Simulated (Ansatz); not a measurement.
Input and command of a plane-wave DFT calculation in Ansatz:

```yaml
crystal:
  lattice:
    - [0.0, 2.6945131942, 2.5934689494]
    - [2.6945131942, 0.0, 2.5934689494]
    - [2.6945131942, 2.6945131942, 0.0]
  atoms:
    - { symbol: Zn, position: [0.0, 0.0, 0.0] }
    - { symbol: S, position: [0.75, 0.75, 0.75] }
basis:
  ecutwfc: 500
kpoints:
  mp_grid: { grid: [8, 8, 8] }
hamiltonian:
  xc: r2scan
scf:
  occupations: { method: gaussian, width: 0.05 }
output:
  forces: true
  stress: true
  eigenvalues: true
  write_density: true
  write_potential: true
  elf: true
  volumetric_format: npy
```

```bash
ansatz run input.yaml --threads 1 --pin off --max-ram 2560MiB --backend cpu --events-out ev --progress --plain --runs-dir out
```

Processor: Intel(R) Xeon(R) Processor @ 2.70GHz, 1 thread, on a host shared with other jobs.

**Question.** How long does it run, and how much memory does it take?

**Answer.** About 8.5 s on 1 thread of Intel(R) Xeon(R) Processor @ 2.70GHz, with other jobs on the host, peak memory 0.47 GiB. It solves 13 bands at 59 k points (the mesh reduced by symmetry) with about 925 plane waves, in 6 SCF iterations.
